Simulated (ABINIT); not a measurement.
# SnSe (Fm-3m) in ABINIT: notebook

The runs below take SnSe through single point, with PBEsol, r2SCAN.

All numbers are computed with ABINIT 10.8.3 (patched build); they aren't measurements. Logs are shortened: lines on timing, memory, paths and dates and some standing lists are left out, and cuts for length are marked. The log counts tension as positive stress, the text compression.

## Step 1: Starting point

The structure is cubic, space group Fm-3m (No. 225). Conventional cell: a = 6.020 Å, b = 6.020 Å, c = 6.020 Å, α = 90.00°, β = 90.00°, γ = 90.00°. Around Sn (site symmetry m-3m) lie 6 Se at 3.01 Å. Around Se (site symmetry m-3m) lie 6 Sn at 3.01 Å.

Measurements of this composition are mostly on another form, of space group No. 62.

## Step 2: Single point, PBEsol

The input, run.abi:

```
pp_dirpath "./"
pseudos "Sn.GGA_PBE-JTH.xml, Se.GGA_PBE-JTH.xml"

acell 4.2567828227 4.2567828227 4.2567828227 Angstrom
rprim
     0.0000000000     0.7071067812     0.7071067812
     0.7071067812     0.0000000000     0.7071067812
     0.7071067812     0.7071067812     0.0000000000
ntypat 2
znucl 50 34
natom 2
typat 1 2
xcart
     0.0000000000     0.0000000000     0.0000000000
     5.6880756351     5.6880756351     5.6880756351

ecut 15.0
pawecutdg 30.0

kptopt 1
ngkpt 10 10 10
nshiftk 1
shiftk 0.0 0.0 0.0

ixc -116133

nband 14
occopt 3
tsmear 0.05 eV

nstep 100
tolvrs 1.0e-9

iomode 3
prtwf 0
prtden 0
prteig 0
prtebands 0
```

Potentials or basis: JTH PAW PBE v2.0.

The run is started by

```bash
abinit run.abi > log 2>&1
```

run.abo:

```text
.Version 10.8.3 of ABINIT
 Symmetries : space group Fm -3 m (#225); Bravais cF (face-center cubic)
================================================================================
 Values of the parameters that define the memory need of the present run
     intxc =       0    ionmov =       0      iscf =      17    lmnmax =      18
     lnmax =       6     mgfft =      30  mpssoang =       3    mqgrid =    3001
     natom =       2  nloc_mem =       2    nspden =       1   nspinor =       1
    nsppol =       1      nsym =      48    n1xccc =       1    ntypat =       2
    occopt =       3   xclevel =       2
       mpw =        1032          nfft =       27000          nkpt =          47
 PAW method is used; the additional fine FFT grid is defined by:
   mgfftf=        40    nfftf =     64000
================================================================================
================================================================================

--------------------------------------------------------------------------------
------------- Echo of variables that govern the present computation ------------
--------------------------------------------------------------------------------
 -outvars: echo values of preprocessed input variables --------
            acell      8.0441537124E+00  8.0441537124E+00  8.0441537124E+00 Bohr
              amu      1.18710000E+02  7.89600000E+01
             ecut      1.50000000E+01 Hartree
              ixc     -116133
         kptrlatt       10    0    0      0   10    0      0    0   10
          kptrlen      8.04415371E+01
            natom           2
            nband          14
            ngfft          30      30      30
          ngfftdg          40      40      40
             nkpt          47
            nstep         100
             nsym          48
           ntypat           2
           occopt           3
        pawecutdg      3.00000000E+01 Hartree
         pawxcdev           0
           prtden           0
        prtebands           0
           prteig           0
            prtwf           0
            rprim      0.0000000000E+00  7.0710678120E-01  7.0710678120E-01
                       7.0710678120E-01  0.0000000000E+00  7.0710678120E-01
                       7.0710678120E-01  7.0710678120E-01  0.0000000000E+00
          spgroup         225
           tolvrs      1.00000000E-09
           tsmear      1.83746611E-03 Hartree
            typat      1  2
           useylm           1
           xangst      0.0000000000E+00  0.0000000000E+00  0.0000000000E+00
                       3.0100000000E+00  3.0100000000E+00  3.0100000000E+00
            xcart      0.0000000000E+00  0.0000000000E+00  0.0000000000E+00
                       5.6880756390E+00  5.6880756390E+00  5.6880756390E+00
             xred      0.0000000000E+00  0.0000000000E+00  0.0000000000E+00
                       5.0000000000E-01  5.0000000000E-01  5.0000000000E-01
            znucl       50.00000   34.00000

================================================================================

 chkinp: Checking input parameters for consistency.

================================================================================
== DATASET  1 ==================================================================

--- !DatasetInfo
iteration_state: {dtset: 1, }
dimensions: {natom: 2, nkpt: 47, mband: 14, nsppol: 1, nspinor: 1, nspden: 1, mpw: 1032, }
cutoff_energies: {ecut:  15.0, pawecutdg:  30.0, }
electrons: {nelect:   2.00000000E+01, charge:   0.00000000E+00, occopt:   3.00000000E+00, tsmear:   1.83746611E-03, }
meta: {optdriver: 0, ionmov: 0, optcell: 0, iscf: 17, paral_kgb: 0, }
...

 Real(R)+Recip(G) space primitive vectors, cartesian coordinates (Bohr,Bohr^-1):
 R(1)=  0.0000000  5.6880756  5.6880756  G(1)= -0.0879032  0.0879032  0.0879032
 R(2)=  5.6880756  0.0000000  5.6880756  G(2)=  0.0879032 -0.0879032  0.0879032
 R(3)=  5.6880756  5.6880756  0.0000000  G(3)=  0.0879032  0.0879032 -0.0879032
 Unit cell volume ucvol=  3.6806632E+02 bohr^3
 Angles (23,13,12)=  6.00000000E+01  6.00000000E+01  6.00000000E+01 degrees

 Coarse grid specifications (used for wave-functions):

 getcut: wavevector=  0.0000  0.0000  0.0000  ngfft=  30  30  30
         ecut(hartree)=     15.000   => boxcut(ratio)=   2.14147

 Fine grid specifications (used for densities):

 getcut: wavevector=  0.0000  0.0000  0.0000  ngfft=  40  40  40
         ecut(hartree)=     30.000   => boxcut(ratio)=   2.01676

--- Pseudopotential description ------------------------------------------------
- pspini: atom type   1  psp file is ./Sn.GGA_PBE-JTH.xml
 Pseudopotential format is: paw10
 basis_size (lnmax)=  6 (lmn_size= 18), orbitals=   0   0   1   1   2   2
 Spheres core radius: rc_sph= 2.51086398
 Shapefunction is BESSEL type: shapef(r,l)=aa(1,l)*jl(q(1,l)*r)+aa(2,l)*jl(q(2,l)*r)
 Radius for shape functions =  1.40702157
 Compensation charge density is not taken into account in XC energy/potential

- pspini: atom type   2  psp file is ./Se.GGA_PBE-JTH.xml
 Pseudopotential format is: paw10
 basis_size (lnmax)=  4 (lmn_size=  8), orbitals=   0   0   1   1
 Spheres core radius: rc_sph= 2.21132333
 Shapefunction is BESSEL type: shapef(r,l)=aa(1,l)*jl(q(1,l)*r)+aa(2,l)*jl(q(2,l)*r)
 Radius for shape functions =  2.00656599
 Compensation charge density is not taken into account in XC energy/potential

   1.13831898E+03                                ecore*ucvol(ha*bohr**3)
--------------------------------------------------------------------------------

[... 7 lines left out ...]

     iter   Etot(hartree)      deltaE(h)  residm     nres2
 ETOT  1  -79.264574452893    -7.926E+01 1.177E-01 9.191E-01
 ETOT  2  -79.325687982895    -6.111E-02 2.159E-02 1.004E-01
 ETOT  3  -79.325414730537     2.733E-04 1.193E-03 2.173E-02
 ETOT  4  -79.325421550131    -6.820E-06 1.052E-03 1.153E-03
 ETOT  5  -79.325428487268    -6.937E-06 3.848E-04 6.391E-05
 ETOT  6  -79.325428863109    -3.758E-07 1.760E-04 3.446E-06
 ETOT  7  -79.325428897562    -3.445E-08 1.700E-04 3.309E-07
 ETOT  8  -79.325428898440    -8.783E-10 6.024E-05 2.531E-08
 ETOT  9  -79.325428898455    -1.488E-11 5.604E-05 7.875E-10

 At SCF step    9       nres2   =  7.88E-10 < tolvrs=  1.00E-09 =>converged.

 Cartesian components of stress tensor (hartree/bohr^3)
  sigma(1 1)=  6.47797706E-05  sigma(3 2)=  0.00000000E+00
  sigma(2 2)=  6.47797706E-05  sigma(3 1)=  0.00000000E+00
  sigma(3 3)=  6.47797706E-05  sigma(2 1)=  0.00000000E+00

--- !ResultsGS
iteration_state: {dtset: 1, }
comment   : Summary of ground state results
lattice_vectors:
- [  0.0000000,   5.6880756,   5.6880756, ]
- [  5.6880756,   0.0000000,   5.6880756, ]
- [  5.6880756,   5.6880756,   0.0000000, ]
lattice_lengths: [   8.04415,    8.04415,    8.04415, ]
lattice_angles: [ 60.000,  60.000,  60.000, ] # degrees, (23, 13, 12)
lattice_volume:   3.6806632E+02
convergence: {deltae: -1.488E-11, res2:  7.875E-10, residm:  5.604E-05, diffor: null, }
etotal    :  -7.93254289E+01
entropy   :   0.00000000E+00
fermie    :   1.31963452E-01
cartesian_stress_tensor: # hartree/bohr^3
- [  6.47797706E-05,   0.00000000E+00,   0.00000000E+00, ]
- [  0.00000000E+00,   6.47797706E-05,   0.00000000E+00, ]
- [  0.00000000E+00,   0.00000000E+00,   6.47797706E-05, ]
pressure_GPa:  -1.9059E+00
xred      :
- [  0.0000E+00,   0.0000E+00,   0.0000E+00, Sn]
- [  5.0000E-01,   5.0000E-01,   5.0000E-01, Se]
cartesian_forces: # hartree/bohr
- [ -0.00000000E+00,  -0.00000000E+00,  -0.00000000E+00, ]
- [ -0.00000000E+00,  -0.00000000E+00,  -0.00000000E+00, ]
force_length_stats: {min:   0.00000000E+00, max:   0.00000000E+00, mean:   0.00000000E+00, }
...

 Integrated electronic density in atomic spheres:
 ------------------------------------------------
 Atom  Sphere_radius  Integrated_density
    1        2.51086         11.76238189
    2        2.21132          3.86773335

================================================================================

 ----iterations are completed or convergence reached----

 Mean square residual over all n,k,spin=   10.588E-08; max=  56.045E-06
 reduced coordinates (array xred) for    2 atoms
       0.000000000000      0.000000000000      0.000000000000
       0.500000000000      0.500000000000      0.500000000000
 rms dE/dt=  0.0000E+00; max dE/dt=  0.0000E+00; dE/dt below (all hartree)
    1       0.000000000000      0.000000000000      0.000000000000
    2       0.000000000000      0.000000000000      0.000000000000

 cartesian coordinates (angstrom) at end:
    1      0.00000000000000     0.00000000000000     0.00000000000000
    2      3.01000000002685     3.01000000002685     3.01000000002685

 cartesian forces (hartree/bohr) at end:
    1     -0.00000000000000    -0.00000000000000    -0.00000000000000
    2     -0.00000000000000    -0.00000000000000    -0.00000000000000
 frms,max,avg= 0.0000000E+00 0.0000000E+00   0.000E+00  0.000E+00  0.000E+00 h/b

 cartesian forces (eV/Angstrom) at end:
    1     -0.00000000000000    -0.00000000000000    -0.00000000000000
    2     -0.00000000000000    -0.00000000000000    -0.00000000000000
 frms,max,avg= 0.0000000E+00 0.0000000E+00   0.000E+00  0.000E+00  0.000E+00 e/A
 length scales=  8.044153712372  8.044153712372  8.044153712372 bohr
              =  4.256782822700  4.256782822700  4.256782822700 angstroms
 Fermi (or HOMO) energy (hartree) =   0.13196   Average Vxc (hartree)=  -0.36362
 Eigenvalues (hartree) for nkpt=  47  k points:
 kpt#   1, nband= 14, wtk=  0.00100, kpt=  0.0000  0.0000  0.0000 (reduced coord)
  -0.66278   -0.66278   -0.66278   -0.66270   -0.66270   -0.38404   -0.06228    0.04579
   0.04579    0.04579    0.28403    0.28403    0.28403    0.33977
      occupation numbers for kpt#   1
   2.00000    2.00000    2.00000    2.00000    2.00000    2.00000    2.00000    2.00000
   2.00000    2.00000    0.00000    0.00000    0.00000    0.00000
 prteigrs : prtvol=0 or 1, do not print more k-points.

--- !EnergyTerms
iteration_state     : {dtset: 1, }
comment             : Components of total free energy in Hartree
kinetic             :  1.50900253614161E+01
hartree             :  2.78536382989450E+01
xc                  : -1.30677179215441E+01
Ewald energy        : -5.47972286661035E+01
psp_core            :  3.09270070409527E+00
local_psp           : -7.64205217538363E+01
PAW spherical_terms :  1.89236771154543E+01
internal            : -7.93254268615733E+01
'-kT*entropy'       : -5.51228858257380E-06
total_energy        : -7.93254323738619E+01
total_energy_eV     : -2.15855497945460E+03
...

--- !EnergyTermsDC
iteration_state     : {dtset: 1, }
comment             : '"Double-counting" decomposition of free energy'
band_energy         : -7.42994460679478E+00
Ewald energy        : -5.47972286661035E+01
psp_core            :  3.09270070409527E+00
xc_dc               : -3.27672137954693E+01
PAW spherical_terms :  1.25762629781060E+01
internal            : -7.93254233861663E+01
'-kT*entropy'       : -5.51228858257380E-06
total_energy_dc     : -7.93254288984549E+01
total_energy_dc_eV  : -2.15855488488396E+03
...

--- !EnergyTermsWithPAWCore
iteration_state     : {dtset: 1, }
comment             : 'Components of total free energy, including PAW core contributions'
Total energy        : -8.60308934719898E+03
Total energy DC     : -8.60308934372357E+03
Total energy (eV)   : -2.34101987135316E+05
Total energy DC (eV): -2.34101987040745E+05
...

 Cartesian components of stress tensor (hartree/bohr^3)
  sigma(1 1)=  6.47797706E-05  sigma(3 2)=  0.00000000E+00
  sigma(2 2)=  6.47797706E-05  sigma(3 1)=  0.00000000E+00
  sigma(3 3)=  6.47797706E-05  sigma(2 1)=  0.00000000E+00

-Cartesian components of stress tensor (GPa)         [Pressure= -1.9059E+00 GPa]
- sigma(1 1)=  1.90588665E+00  sigma(3 2)=  0.00000000E+00
- sigma(2 2)=  1.90588665E+00  sigma(3 1)=  0.00000000E+00
- sigma(3 3)=  1.90588665E+00  sigma(2 1)=  0.00000000E+00

== END DATASET(S) ==============================================================
================================================================================

 -outvars: echo values of variables after computation  --------
            acell      8.0441537124E+00  8.0441537124E+00  8.0441537124E+00 Bohr
           etotal     -7.9325428898E+01
            fcart     -0.0000000000E+00 -0.0000000000E+00 -0.0000000000E+00
                      -0.0000000000E+00 -0.0000000000E+00 -0.0000000000E+00
            rprim      0.0000000000E+00  7.0710678120E-01  7.0710678120E-01
                       7.0710678120E-01  0.0000000000E+00  7.0710678120E-01
                       7.0710678120E-01  7.0710678120E-01  0.0000000000E+00
           strten      6.4779770592E-05  6.4779770592E-05  6.4779770592E-05
                       0.0000000000E+00  0.0000000000E+00  0.0000000000E+00
           xangst      0.0000000000E+00  0.0000000000E+00  0.0000000000E+00
                       3.0100000000E+00  3.0100000000E+00  3.0100000000E+00
             xred      0.0000000000E+00  0.0000000000E+00  0.0000000000E+00
                       5.0000000000E-01  5.0000000000E-01  5.0000000000E-01
 Calculation completed.
```

It took 25 s on 1 thread of Arm Neoverse V1, shared host; peak memory 0.11 GiB.

Results:

```
Free energy                                           : -2158.5549 eV
Band gap on the k mesh                                : 0.52 eV, indirect (least direct gap 0.62 eV)
Valence electrons inside the program's atomic spheres : Sn 11.76; Se 3.87
```

Caveat: the cutoff is too short for stress, so the log's stress isn't used; the PAW data sets were made with another functional, which shifts forces and pressure a little; spin-orbit coupling is left out, which moves the levels of the heavy elements.

## Step 3: Single point, r2SCAN

The input, run.abi:

```
# Pseudopotentials
pp_dirpath "./"
pseudos "Sn.GGA_PBE-JTH.xml, Se.GGA_PBE-JTH.xml"

# Structure
acell 8.044153707 8.044153707 8.044153707
rprim
     0.0000000000     0.7071067812     0.7071067812
     0.7071067812     0.0000000000     0.7071067812
     0.7071067812     0.7071067812     0.0000000000
ntypat 2
znucl 50 34
natom 2
typat 1 2
xred
     0.0000000000     0.0000000000     0.0000000000
     0.5000000000     0.5000000000     0.5000000000

# Plane-wave basis
ecut 18.0
pawecutdg 36.0

# k points
kptopt 1
ngkpt 10 10 10
nshiftk 1
shiftk 0.0 0.0 0.0

# Exchange and correlation
ixc -497498
usekden 1
pawxcdev 0

# Bands and occupations
nband 14
occopt 3
tsmear 0.05 eV

# SCF cycle
nstep 100
tolvrs 1.0e-7

# Output
iomode 3
prtwf 0
prteig 0
prtebands 0
enunit 2
prtden 1
prtvha 1
prtvclmb 1
prtpot 1
```

Potentials or basis: JTH PAW PBE v2.0.

The run is started by

```bash
abinit run.abi > log 2>&1
```

It took 94 s on 1 thread of Arm Neoverse V1, shared host; peak memory 0.15 GiB.

The run converged. Its results:

```
Free energy                                           : -1345.8863 eV
Band gap on the k mesh                                : 0.47 eV, direct
Valence electrons inside the program's atomic spheres : Sn 11.75; Se 3.94
```

Levels at points of the mesh, in eV from the valence-band top:
| k point | band 6 | band 7 | band 8 | band 9 | band 10 | band 11 | band 12 | band 13 | band 14 |
| --- | --- | --- | --- | --- | --- | --- | --- | --- | --- |
| (0.00, 0.00, 0.00) | -14.72 | -5.25 | -2.63 | -2.63 | -2.63 | 4.38 | 4.38 | 4.38 | 6.06 |
| (0.50, 0.00, 0.00) | -13.74 | -8.57 | -2.36 | -2.36 | 0.00 | 0.47 | 1.13 | 1.13 | 8.60 |
| (0.50, 0.50, 0.00) | -13.44 | -6.36 | -5.94 | -4.09 | -4.09 | 3.12 | 5.48 | 5.48 | 6.16 |

Caveat: the cutoff is too short for stress, so the log's stress isn't used; totals of a meta-GGA on PAW files have another zero than those of a GGA; the PAW data sets were made with another functional, which shifts forces and pressure a little; spin-orbit coupling is left out, which moves the levels of the heavy elements. A k mesh can miss the band edges.
